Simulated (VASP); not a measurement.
# GaAs (F-43m) in VASP: single point with r2SCAN

Aim: the single point of GaAs with r2SCAN.

Everything below comes from runs of VASP 6.6.1. Logs are shortened: lines on timing, memory, paths and dates and some standing lists are left out, and cuts for length are marked.

**1. The crystal as given**

Symmetry: F-43m, No. 216, cubic system. The conventional cell has a = 5.690 Å, b = 5.690 Å, c = 5.690 Å, α = 90.00°, β = 90.00°, γ = 90.00°. Ga (site symmetry -43m) has 4 As at 2.46 Å as nearest neighbours. As (site symmetry -43m) has 4 Ga at 2.46 Å as nearest neighbours.

The cell was built by a generator and isn't the measured one.

**2. Single point, r2SCAN, non-collinear spin, zero start, spin-orbit coupling**

INCAR

```
PREC = Accurate
ENCUT = 520
EDIFF = 1E-7
ISMEAR = 0
SIGMA = 0.02
LREAL = F
LASPH = T
NELM = 80
ALGO = Normal
ISIF = 2
LWAVE = F
LCHARG = T
MAGMOM = 0 0 0 0 0 0
LORBIT = 11
LSORBIT = T
GGA_COMPAT = F
METAGGA = R2SCAN
LMIXTAU = T
LVHAR = T
```

KPOINTS

```
Automatic mesh
0
Gamma
  8 8 8
```

POSCAR

```
GaAs
1.0
    0.0000000000      2.8452190886      2.8452190886
    2.8452190886      0.0000000000      2.8452190886
    2.8452190886      2.8452190886      0.0000000000
Ga As
1 1
Direct
    0.0000000000      0.0000000000      0.0000000000
    0.2500000000      0.2500000000      0.2500000000
```

Potentials or basis: VASP PAW PBE potentials, release 64 (Ga_d, As).

On the command line:

```sh
$ cat potpaw_PBE.64/Ga_d/POTCAR potpaw_PBE.64/As/POTCAR > POTCAR
$ mpirun -np 1 vasp_ncl > vasp.out
```

OUTCAR:

```text
PREC = Accurate
   ENCUT = 520
   EDIFF = 1E-7
   ISMEAR = 0
   LREAL = F
   LASPH = T
   NELM = 80
   ISIF = 2
   LORBIT = 11
   LSORBIT = T
   METAGGA = R2SCAN

 ion  position               nearest neighbor table
   1  0.000  0.000  0.000-   2 2.46   2 2.46   2 2.46   2 2.46
   2  0.250  0.250  0.250-   1 2.46   1 2.46   1 2.46   1 2.46

  LATTYP: Found a face centered cubic cell.
 ALAT       =     5.6904381772

  Lattice vectors:

 A1 = (   0.0000000000,   2.8452190886,   2.8452190886)
 A2 = (   2.8452190886,   0.0000000000,   2.8452190886)
 A3 = (   2.8452190886,   2.8452190886,   0.0000000000)

Analysis of symmetry for initial positions (statically):
=====================================================================
 Subroutine PRICEL returns:
 Original cell was already a primitive cell.

 Routine SETGRP: Setting up the symmetry group for a
 face centered cubic supercell.

 Subroutine GETGRP returns: Found 24 space group operations
 (whereof 24 operations were pure point group operations)
 out of a pool of 48 trial point group operations.

The static configuration has the point symmetry T_d .

Analysis of symmetry for dynamics (positions and initial velocities):
=====================================================================
 Subroutine PRICEL returns:
 Original cell was already a primitive cell.

 Routine SETGRP: Setting up the symmetry group for a
 face centered cubic supercell.

 Subroutine GETGRP returns: Found 24 space group operations
 (whereof 24 operations were pure point group operations)
 out of a pool of 48 trial point group operations.

The dynamic configuration has the point symmetry T_d .

Analysis of structural, dynamic, and magnetic symmetry:
=====================================================================
 Subroutine PRICEL returns:
 Original cell was already a primitive cell.

 Routine SETGRP: Setting up the symmetry group for a
 face centered cubic supercell.

 Subroutine GETGRP returns: Found 24 space group operations
 (whereof 24 operations were pure point group operations)
 out of a pool of 48 trial point group operations.

The overall configuration has the point symmetry T_d .

 Subroutine INISYM returns: Found 24 space group operations
 (whereof 24 operations are pure point group operations),
 and found     1 'primitive' translations

----------------------------------------------------------------------------------------

                                     Primitive cell

  volume of cell :      46.0656

  direct lattice vectors                    reciprocal lattice vectors
     0.000000000  2.845219089  2.845219089    -0.175733391  0.175733391  0.175733391
     2.845219089  0.000000000  2.845219089     0.175733391 -0.175733391  0.175733391
     2.845219089  2.845219089  0.000000000     0.175733391  0.175733391 -0.175733391

  length of vectors
     4.023747423  4.023747423  4.023747423     0.304379163  0.304379163  0.304379163

  position of ions in fractional coordinates (direct lattice)
     0.000000000  0.000000000  0.000000000
     0.250000000  0.250000000  0.250000000

  ion indices of the primitive-cell ions
   primitive index   ion index
                 1           1
                 2           2

----------------------------------------------------------------------------------------

 KPOINTS: Automatic mesh

Automatic generation of k-mesh.
 Grid dimensions read from file:
 generate k-points for:    8    8    8
[... 73 lines left out ...]
   TEBEG  =    0.0;   TEEND  =   0.0 temperature during run
   PSTRESS=    0.0 pullay stress
   NELECT =      18.0000    total number of electrons
   NUPDOWN=      -1.0000    fix difference up-down
   EMIN   =  10.00;   EMAX   =-10.00  energy-range for DOS
   EFERMI =   0.00;   METHOD = LEGACY
   ISMEAR =     0;   SIGMA  =   0.02  broadening in eV -4-tet -1-fermi 0-gaus
   EFERMI_NEDOS =   21; number of points for ismear=-14 and -15
   IALGO  =     38    algorithm
   IMIX   =      4    mixing-type and parameters
     AMIX     =   0.40;   BMIX     =  1.00
     AMIX_MAG =   1.60;   BMIX_MAG =  1.00
  volume/ion in A,a.u.               =      23.03       155.43
  Fermi-wavevector in a.u.,A,eV,Ry     =   1.196851  2.261720 19.489685  1.432451
  Thomas-Fermi vector in A             =   2.332780
   LORBIT       =     11    0 simple, 1 ext, 2 COOP (PROOUT), +10 PAW based schemes
   METAGGA = R2SCAN    functional components
   LHFCALC =     F    Hartree Fock is set to
   AEXX    =    0.0000 exact exchange contribution
   IVDW    =     0    specifies the selected vdW correction
   LEPSILON=     F    determine dielectric tensor
   LRPA    =     F    only Hartree local field effects (RPA)
 Gauss-broadening in eV      SIGMA  =   0.02
  energy-cutoff  :      520.00
  volume of cell :       46.07
 maximum number of plane-waves:      2508
 NGX is ok and might be reduce to    30
   NGX = 15   NGY = 15   NGZ = 15

 number of electron      17.9999985 magnetization       0.0000000      0.0000000      0.0000000

 number of electron      17.9999985 magnetization       0.0000000      0.0000000     -0.0000000

 number of electron      17.9999985 magnetization      -0.0000000     -0.0000000     -0.0000000

 number of electron      17.9999985 magnetization       0.0000000     -0.0000000     -0.0000000

 Free energy of the ion-electron system (eV)
  ---------------------------------------------------
  ext. energy  EPLUGINS =         0.00000000
  ---------------------------------------------------
  free energy    TOTEN  =       -27.06867908 eV

  energy without entropy =      -27.06867908  energy(sigma->0) =      -27.06867908

 E-fermi :   3.6940     XC(G=0): -10.1621

 val. band max:        3.6052865994   @ k =   0.0000   0.0000   0.0000
 cond. band min:       4.3389103508   @ k =   0.0000   0.0000   0.0000
 fundamental gap:      0.7336237513
 Fermi energy:         3.6940192222

 k-point     1 :       0.0000    0.0000    0.0000
  band No.  band energies     occupation
      1     -11.9511      1.00000
      2     -11.9511      1.00000
      3     -11.9511      1.00000
      4     -11.9511      1.00000
      5     -11.5240      1.00000
      6     -11.5240      1.00000
[... 685 lines left out ...]
     25      10.8538      0.00000
     26      10.8569      0.00000

 [... further k-points ...]
[... 5 lines left out ...]
  --------------------------------------------------------------------------------------
  -------------------------------------------------------------------------------------
  Total       -0.2277622     -0.2277622     -0.2277622      0.0000000      0.0000000     -0.0000000
  in kB       -7.9216403     -7.9216403     -7.9216403      0.0000000      0.0000000     -0.0000000
  external PRESSURE =      -7.9216403 kB  Pullay stress =       0.0000000 kB

 VOLUME and BASIS-vectors are now :
 -----------------------------------------------------------------------------
  energy-cutoff  :      520.00
  volume of cell :       46.07
      direct lattice vectors                 reciprocal lattice vectors
     0.000000000  2.845219089  2.845219089    -0.175733391  0.175733391  0.175733391
     2.845219089  0.000000000  2.845219089     0.175733391 -0.175733391  0.175733391
     2.845219089  2.845219089  0.000000000     0.175733391  0.175733391 -0.175733391

 POSITION                                       TOTAL-FORCE (eV/Angst)
 -----------------------------------------------------------------------------------
      0.00000      0.00000      0.00000        -0.000000      0.000000     -0.000000
      1.42261      1.42261      1.42261         0.000000     -0.000000      0.000000
 -----------------------------------------------------------------------------------
    total drift:                               -0.000002     -0.000002     -0.000002

  FREE ENERGIE OF THE ION-ELECTRON SYSTEM (eV)
  ---------------------------------------------------
  free  energy   TOTEN  =       -27.0686790787 eV

  energy  without entropy=      -27.0686790787  energy(sigma->0) =      -27.06867908

 Spin-Orbit-Coupling matrix elements

 Ion:    1  E_soc:     -0.0113170
 l=   1
     0.0000000    -0.0010820    -0.0010820
    -0.0010820     0.0000000    -0.0010820
    -0.0010820    -0.0010820     0.0000000
 l=   2
     0.0000000    -0.0001606     0.0000000    -0.0001606    -0.0006435
    -0.0001606     0.0000000    -0.0004827    -0.0001606    -0.0001609
     0.0000000    -0.0004827     0.0000000    -0.0004827     0.0000000
    -0.0001606    -0.0001606    -0.0004827     0.0000000    -0.0001609
    -0.0006435    -0.0001609     0.0000000    -0.0001609     0.0000000
 l=   3
     0.0000000     0.0000000     0.0000000     0.0000000     0.0000000     0.0000000     0.0000000
     0.0000000     0.0000000     0.0000000     0.0000000     0.0000000     0.0000000     0.0000000
     0.0000000     0.0000000     0.0000000     0.0000000     0.0000000     0.0000000     0.0000000
     0.0000000     0.0000000     0.0000000     0.0000000     0.0000000     0.0000000     0.0000000
     0.0000000     0.0000000     0.0000000     0.0000000     0.0000000     0.0000000     0.0000000
     0.0000000     0.0000000     0.0000000     0.0000000     0.0000000     0.0000000     0.0000000
     0.0000000     0.0000000     0.0000000     0.0000000     0.0000000     0.0000000     0.0000000

 Ion:    2  E_soc:     -0.0228426
 l=   1
     0.0000000    -0.0037997    -0.0037997
    -0.0037997     0.0000000    -0.0037997
    -0.0037997    -0.0037997     0.0000000
 l=   2
     0.0000000    -0.0000038     0.0000000    -0.0000038    -0.0000036
    -0.0000038     0.0000000    -0.0000027    -0.0000038    -0.0000009
     0.0000000    -0.0000027     0.0000000    -0.0000027     0.0000000
    -0.0000038    -0.0000038    -0.0000027     0.0000000    -0.0000009
    -0.0000036    -0.0000009     0.0000000    -0.0000009     0.0000000
 l=   3
     0.0000000     0.0000000     0.0000000     0.0000000     0.0000000     0.0000000     0.0000000
     0.0000000     0.0000000     0.0000000     0.0000000     0.0000000     0.0000000     0.0000000
     0.0000000     0.0000000     0.0000000     0.0000000     0.0000000     0.0000000     0.0000000
     0.0000000     0.0000000     0.0000000     0.0000000     0.0000000     0.0000000     0.0000000
     0.0000000     0.0000000     0.0000000     0.0000000     0.0000000     0.0000000     0.0000000
     0.0000000     0.0000000     0.0000000     0.0000000     0.0000000     0.0000000     0.0000000
     0.0000000     0.0000000     0.0000000     0.0000000     0.0000000     0.0000000     0.0000000

 total charge

# of ion       s       p       d       tot
------------------------------------------
    1        0.847   0.777   9.995  11.619
    2        1.204   1.626   0.031   2.861
--------------------------------------------------
tot          2.051   2.402  10.026  14.480

 magnetization (x)

# of ion       s       p       d       tot
------------------------------------------
    1       -0.000   0.000   0.000  -0.000
    2       -0.000   0.000   0.000  -0.000
--------------------------------------------------
tot         -0.000   0.000   0.000  -0.000

 magnetization (y)

# of ion       s       p       d       tot
------------------------------------------
    1        0.000   0.000   0.000   0.000
    2       -0.000   0.000   0.000  -0.000
--------------------------------------------------
tot         -0.000   0.000   0.000  -0.000

 magnetization (z)

# of ion       s       p       d       tot
------------------------------------------
    1        0.000  -0.000   0.000  -0.000
    2        0.000  -0.000   0.000  -0.000
--------------------------------------------------
tot          0.000  -0.000   0.000  -0.000
```

It took 7.7 min on 1 thread of Intel Xeon 6975P-C (Granite Rapids), shared host; peak memory 0.38 GiB.

Results:

```
Free energy                                           : -27.0687 eV
Pressure                                              : -0.8 GPa
Net moment                                            : 0.00 μB per cell
Valence electrons inside the program's atomic spheres : Ga 11.62; As 2.86
```

Moments on the atoms (μB; x, y, z):
```
Ga  0.00 0.00 0.00
As  0.00 0.00 0.00
```

Caveat: the PAW data sets were made with another functional, which shifts forces and pressure a little.
